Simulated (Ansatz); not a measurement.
Write a Python script for Ansatz 0.2.0, Python API that makes a single point of Tm, space group Im-3m. Level of theory: PBE, PAW, cutoff 558 eV, 9×9×9 k-points, Fermi-Dirac smearing of 0.1 eV, collinear spin.

```cif
data_structure
_symmetry_space_group_name_H-M 'P 1'
_symmetry_Int_Tables_number 1
_cell_length_a 3.4131
_cell_length_b 3.4131
_cell_length_c 3.4131
_cell_angle_alpha 109.471
_cell_angle_beta 109.471
_cell_angle_gamma 109.471
_cell_volume 30.61
loop_
_atom_site_label
_atom_site_type_symbol
_atom_site_fract_x
_atom_site_fract_y
_atom_site_fract_z
_atom_site_occupancy
Tm1 Tm 0.00000 0.00000 0.00000 1
```

`scf_tm.py`:
```python
'''Ground state of Tm at the given structure.'''

from pathlib import Path

import ansatz as az
import numpy as np


def main() -> None:
    system = (
        az.Lattice.bcc(3.9411)
        .space_group(229)
        .atom('Tm', [0.0, 0.0, 0.0])
        .primitive()
        .moments(Tm=2.6)
    )

    # the calculation
    setup = (
        system.calculation()
        .occupations(az.OccupationsMethod.FERMI_DIRAC, width=0.1)
        .functional('PBE')
        .basis(41 * az.Ry)
        .kpoints(spacing=0.26)
        .spin(az.SpinTreatment.COLLINEAR)
        .compute(density=True, potential=True, electron_localization_function=True, output_files={'volumetric_format': 'npy'})
    )
    res = setup.run(threads=1)
    summary = res.report

    print('%-22s %14.5f eV' % ('F = E - TS', summary['free_energy_ev']))
    print('%-22s %14.5f eV' % ('E', summary['internal_energy_ev']))
    print('%-22s %14.5f eV' % ('Harris-Foulkes', summary['harris_foulkes_ev']))
    print('%-22s %14.5f eV' % ('Fermi level', summary['fermi_energy_ev']))

    terms = summary['components']
    print({name: round(terms[name], 3) for name in ('e_kinetic', 'e_hartree', 'e_xc', 'e_local', 'e_nonlocal')})

    folder = Path(res.write_results('fields'))
    for name in sorted(p.name for p in folder.glob('*.npy')):
        field = np.load(folder / name)
        print(f'{name:16s} {str(field.shape):16s} min {field.min():10.4f}  mean {field.mean():10.4f}  max {field.max():10.4f}')

    print('site moments (muB):', [round(m, 2) for m in summary['site_moments_mub']])
    print('electrons up, down:', [round(n, 3) for n in summary['spin_occupation_sums']])


if __name__ == '__main__':
    main()
```

Running `python scf_tm.py` prints:
```text
DeckWarning: where an SCF of this run starts from atoms to list the orders of its open shells, Tm (site 0, from 0) starts with 1.50 μB on its 4f shell and 0.50 μB on its 5d shell, in the place of the 2.60 μB that the deck gives it: its open shells can hold no [...]
RunWarning: the run went on to a lower state, not held to the crystal's whole symmetry: an SCF from the atoms in a lower order of the open shells, with 24 of the crystal's symmetry operations given up (45 k-points in place of 35), reached one 0.0075 eV below [...]
F = E - TS               -12911.65399 eV
E                        -12911.44055 eV
Harris-Foulkes           -12911.65399 eV
Fermi level                  12.39061 eV
{'e_kinetic': 354.752, 'e_hartree': 2539.076, 'e_xc': -166.961, 'e_local': -6048.396, 'e_nonlocal': 1491.282}
elf.npy          (27, 27, 27)     min     0.0757  mean     0.2964  max     0.7857
elf_dn.npy       (27, 27, 27)     min     0.0774  mean     0.3054  max     0.7913
elf_up.npy       (27, 27, 27)     min     0.0740  mean     0.2866  max     0.7800
rho.npy          (27, 27, 27)     min     0.0922  mean     0.7515  max    63.5157
rho_spin.npy     (27, 27, 27)     min    -0.0070  mean     0.0382  max     6.3881
v_es.npy         (27, 27, 27)     min   -79.3203  mean     5.4598  max    14.5031
v_tot_dn.npy     (27, 27, 27)     min  -105.4617  mean    -4.2792  max     6.7522
v_tot_up.npy     (27, 27, 27)     min  -105.4940  mean    -4.1883  max     6.9641
site moments (muB): [1.23]
electrons up, down: [12.085, 10.915]
```
(Warnings from the package without file and line, shortened.)

What to keep in mind:
- Total energies depend on the potentials; only differences at equal settings carry meaning. A total without «per atom» is that of the cell as typed.
- Open f shells: without a Hubbard U, without spin-orbit coupling; the state reached hangs on the start and needn't be the lowest.
- The energy terms are those on the plane-wave grid, with the one-centre PAW part apart; the terms shown are only some of the summands, so they needn't add up to F.
- For a metal this k-point mesh is coarse: on a finer one energies can move by several to tens of meV an atom and pressures by half a GPa or more, differences at one mesh by less.
- The zero of the levels is a convention of the potentials, so an absolute Fermi energy is no work function.
- The fields are valence quantities on the plane-wave grid; their values near the nuclei depend on the potentials.
- This isn't the structure that Tm takes at ambient conditions.
- Cost: about 24 core-seconds.

(Lines on the test bed's own set-up are left out of the output.)
